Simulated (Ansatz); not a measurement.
# BiTe: the cost of one run

Computed with Ansatz 0.2.0 (DFT PBEsol, scalar-relativistic, plane waves, PAW, unless a step's input says otherwise).

1 further run of the same task is left out (set aside as unsound or not needed).

## (1) The starting structure

The structure is cubic, space group Fm-3m (No. 225). Conventional cell: a = 6.470 Å, b = 6.470 Å, c = 6.470 Å, α = 90.00°, β = 90.00°, γ = 90.00°. Bi (site symmetry m-3m) is surrounded by 6 Te at 3.23 Å. Te (site symmetry m-3m) has 6 Bi at 3.23 Å as nearest neighbours.

Structure file:

```xyz
2
Lattice="0.0000 3.2350 3.2350 3.2350 0.0000 3.2350 3.2350 3.2350 0.0000" Properties=species:S:1:pos:R:3 pbc="T T T"
Bi    0.0000    0.0000    0.0000
Te    3.2350    3.2350    3.2350
```

The structure comes from the Crystallography Open Database.

## (2) A change within the space group

Against the listed cell: strain xx, yy, zz, yz, xz, xy = -3.5, -3.5, -3.5, +0.0, +0.0, +0.0 %.

input.yaml reads:

```yaml
crystal:
  lattice:
    - [0.0, 3.12213085, 3.12213085]
    - [3.12213085, 0.0, 3.12213085]
    - [3.12213085, 3.12213085, 0.0]
  atoms:
    - { symbol: Bi, position: [0.0, 0.0, 0.0] }
    - { symbol: Te, position: [0.5, 0.5, 0.5] }
basis:
  ecutwfc: 420
kpoints:
  mp_grid: { grid: [12, 12, 12] }
hamiltonian:
  xc: pbesol
scf:
  occupations: { method: gaussian, width: 0.1 }
output:
  forces: true
  stress: true
  eigenvalues: true
```

The run is started by

```
ansatz run input.yaml --threads 1 --pin off --max-ram 1331MiB --backend cpu --events-out ev --progress --plain --runs-dir out
```

Q: Estimate wall time and peak memory on 1 thread of an x86-64 CPU, shared host.

About 9.1 s, with a peak of 0.4 GiB.
